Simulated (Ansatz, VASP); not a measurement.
## Two plane-wave programs on CaO

```
Ca O
1.0
     0.00000    2.60673    2.60673
     2.60673    0.00000    2.60673
     2.60673    2.60673    0.00000
Ca O
1 1
Cartesian
  0.0000 0.0000 0.0000
  1.3034 1.3034 1.3034
```

Alike in both runs: task single point; functional r2SCAN; k mesh 6 × 6 × 6; no spin polarisation.

|  | VASP | Ansatz |
| --- | --- | --- |
| version | VASP 6.6.1 | Ansatz 0.2.0 |
| potentials or method | VASP PAW PBE potentials, release 64 (Ca_sv, O) | plane waves |
| plane-wave cutoff (eV) | 520 | 500 |
| occupations | gaussian, width 0.01 eV | fixed |
| valence electrons in the cell | 16 | 16 |

VASP gave:

- gap on the k mesh at the Fermi level (eV): 3.73
- pressure (GPa): 0.9

Q: Which values does Ansatz return?

A: gap on the k mesh at the Fermi level (eV): 3.76; pressure (GPa): 0.0.

Caveats: the PAW data sets were made with another functional, which shifts forces and pressure a little (VASP). A k mesh can miss the band edges.
